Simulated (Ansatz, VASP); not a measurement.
Two plane-wave programs on P

```
CELL_PARAMETERS angstrom
2.36006 0.00000 0.00000
0.00000 2.36006 0.00000
0.00000 0.00000 2.36006
ATOMIC_POSITIONS crystal
P 0.00000 0.00000 0.00000
```

Alike in both runs: functional PBE; k mesh 16 × 16 × 16; occupations fermi-dirac, width 0.05 eV; no spin polarisation.

Ansatz relaxed the structure, and its values are those at the end. VASP's run is a single point on that final structure, the one shown.

```csv
,VASP,Ansatz
version,VASP 6.6.1,Ansatz 0.2.0
potentials or method,"VASP PAW PBE potentials, release 64 (P)","PAW with Ansatz's default frozen-core files, scalar-relativistic"
plane-wave cutoff (eV),520,420
valence electrons in the cell,5,5
```

|  | VASP | Ansatz | Ansatz less VASP |
| --- | --- | --- | --- |
| pressure (GPa) | 14.5 | 15.0 | +0.44 |
